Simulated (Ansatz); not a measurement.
# MoTe2: the band gap up the ladder of functionals

The task here is to estimate one member of a computed series from the others.

Program: Ansatz 0.2.0. PAW datasets, plane waves. No spin polarisation and no zero-point or thermal motion.

### The cell

The cell was relaxed beforehand with r2SCAN+rVV10.

It is hexagonal, P6_3/mmc (No. 194); conventional cell a = 3.542 Å, c = 14.177 Å, 25.67 Å³ an atom. Near Mo stand 6 Te at 2.72 Å; near Te stand 3 Mo at 2.72 Å.

Coordinates:

Space group P6_3/mmc (No. 194). a = 3.542 Å, b = 3.542 Å, c = 14.177 Å, α = 90.00°, β = 90.00°, γ = 120.00°
```json
{"atom": "Mo", "site": "2c", "symmetry": "-6m2", "x": "0.3333", "y": "0.6667", "z": "0.2500"}
{"atom": "Te", "site": "4f", "symmetry": "3m.", "x": "0.6667", "y": "0.3333", "z": "0.3766"}
```

The first run:

Input file input.yaml:

```yaml
crystal:
  lattice:
    - [3.542132108, 0.0, 0.0]
    - [-1.771066054, 3.0675763891, 0.0]
    - [0.0, 0.0, 14.1766477339]
  atoms:
    - { symbol: Mo, position: [0.3333333333, 0.6666666667, 0.25] }
    - { symbol: Mo, position: [0.6666666667, 0.3333333333, 0.75] }
    - { symbol: Te, position: [0.6666666667, 0.3333333333, 0.3765847517] }
    - { symbol: Te, position: [0.6666666667, 0.3333333333, 0.1234152483] }
    - { symbol: Te, position: [0.3333333333, 0.6666666667, 0.8765847517] }
    - { symbol: Te, position: [0.3333333333, 0.6666666667, 0.6234152483] }
kpoints:
  mp_grid: { grid: [12, 12, 2] }
  band_path:
    path:
      - [[0.0, 0.0, 0.0], [0.5, 6.679076998e-17, 1.762369099987e-34], [0.3333333333333, 0.3333333333333, -2.954961557854e-35], [0.0, 0.0, 0.0], [1.749005772742e-51, -1.351610490096e-51, 0.5], [0.5, 6.679076998e-17, 0.5], [0.3333333333333, 0.3333333333333, 0.5], [1.749005772742e-51, -1.351610490096e-51, 0.5]]
      - [[0.5, 6.679076998e-17, 0.5], [0.5, 6.679076998e-17, 1.762369099987e-34]]
      - [[0.3333333333333, 0.3333333333333, 0.5], [0.3333333333333, 0.3333333333333, -2.954961557854e-35]]
    npoints: 10
hamiltonian:
  xc: pbe
scf:
  occupations: { method: fermi_dirac, width: 0.02 }
  n_extra_bands: 5
output:
  forces: true
  stress: true
  eigenvalues: true
```

The run is started by

```sh
ansatz run input.yaml --threads 2 --pin off --max-ram 29491MiB --backend cpu --events-out ev --progress --plain --runs-dir out
```

Steps of the session up to this table: PBE band path; Single point with r2SCAN; HSE06; PBE+SOC; PBE0 at the same geometry.

One of the session's tables, all rows but one given; the rest of the session is left out.

| level | gap (eV) |
| --- | --- |
| PBE | 0.77 |
| r2SCAN | 0.88 |
| HSE06 | 1.19 |
| PBE+SOC | 0.76 |
| PBE0 | ? |

**Question.** Estimate the row for PBE0.

The run gave: gap (eV): 1.83. In the column «gap (eV)» it is the highest.

Meshes: PBE 12×12×2, r2SCAN 12×12×2, HSE06 6×6×2, PBE+SOC 12×12×2, PBE0 6×6×2

Limits of these values: Warnings in the runs' records: stress scf threshold loose, stress exchange threshold loose.
